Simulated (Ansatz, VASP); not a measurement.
**One calculation of TiC, two programs**

```xyz
4
Lattice="0.0000 -2.1665 -2.1665 0.0000 2.1665 -2.1665 4.3329 0.0000 0.0000" Properties=species:S:1:pos:R:3 pbc="T T T"
Ti    2.1665    0.0000   -2.1665
Ti    0.0000    0.0000   -4.3329
C     0.0000    0.0000   -2.1665
C     2.1665    0.0000    0.0000
```

Alike in both runs: task single point; functional PBE; k mesh 12 × 12 × 8; occupations gaussian, width 0.15 eV; no spin polarisation.

|  | VASP | Ansatz |
| --- | --- | --- |
| version | VASP 6.6.1 | Ansatz 0.2.0 |
| potentials or method | VASP PAW PBE potentials, release 64 (Ti_sv, C) | scalar-relativistic, plane waves, PAW |
| plane-wave cutoff (eV) | 520 | 420 |
| valence electrons in the cell | 32 | 32 |

VASP gave:

* gap on the k mesh at the Fermi level (eV): none
* pressure (GPa): 0.2

Q: Estimate Ansatz's values.

A: gap on the k mesh at the Fermi level (eV): none; pressure (GPa): 0.0.

A gap of «none» marks a metal or a gap that the smearing closes. With one functional, cell and mesh, what is left measures potentials, basis and numerics.

Caveats: the real-space grid breaks the cell's symmetry a little (VASP).
